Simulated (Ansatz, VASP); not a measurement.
# CdSe in VASP and in Ansatz

```xyz
2
Lattice="0.0000 3.0413 3.0413 3.0413 0.0000 3.0413 3.0413 3.0413 0.0000" Properties=species:S:1:pos:R:3 pbc="T T T"
Cd    0.0000    0.0000    0.0000
Se    1.5207    1.5207    1.5207
```

The cell was built by a generator and needn't be a form met in nature.

Alike in both runs: functional PBEsol; k mesh 10 × 10 × 10; occupations gaussian, width 0.02 eV; no spin polarisation.

Ansatz relaxed the structure, and its values are those at the end. VASP's run is a single point on that final structure, the one shown.

```csv
,VASP,Ansatz
version,VASP 6.6.1,Ansatz 0.2.0
potentials or method,"VASP PAW PBE potentials, release 64 (Cd, Se)","scalar-relativistic, plane waves, PAW"
plane-wave cutoff (eV),520,420
valence electrons in the cell,18,36
```

|  | VASP | Ansatz | Ansatz less VASP |
| --- | --- | --- | --- |
| gap on the k mesh at the Fermi level (eV) | 0.48 | 0.48 | -0.002 |
| least direct gap on the mesh (eV) | 0.48 | 0.48 | -0.002 |
| pressure (GPa) | 0.3 | 0.0 | -0.33 |

The two sets of potentials don't hold the same shells in valence.

Caveats: the PAW data sets were made with another functional, which shifts forces and pressure a little (VASP).
